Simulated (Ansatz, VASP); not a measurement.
**Pt: VASP beside Ansatz**

```
Pt
1.0
     0.00000    1.97258    1.97258
     1.95790    0.01468    1.95790
     1.95790    1.95790    0.01468
Pt
1
Direct
  0.00000 0.00000 0.00000
```

Change from the starting cell: strain +0.0150 x Voigt [0, 0, 0, 1, 0, 0], atoms carried along.

Alike in both runs: task single point; functional PBEsol; k mesh 20 × 20 × 20; occupations gaussian, width 0.15 eV; no spin polarisation.

|  | VASP | Ansatz |
| --- | --- | --- |
| version | VASP 6.6.1 | Ansatz 0.2.0 |
| potentials or method | VASP PAW PBE potentials, release 64 (Pt) | scalar-relativistic, plane waves, PAW |
| plane-wave cutoff (eV) | 520 | 420 |
| valence electrons in the cell | 10 | 18 |

```tsv
	VASP	Ansatz	Ansatz less VASP
gap on the k mesh at the Fermi level (eV)	none	none	-
pressure (GPa)	0.3	0.7	+0.39
largest component of the traceless stress (GPa)	1.23	1.21	-0.015
```

A gap of «none» marks a metal or a gap that the smearing closes. With one functional, cell and mesh, what is left measures potentials, basis and numerics. The two sets of potentials don't hold the same shells in valence.

Caveats: the PAW data sets were made with another functional, which shifts forces and pressure a little (VASP). Spin-orbit coupling is left out, which matters for the levels of Pt.
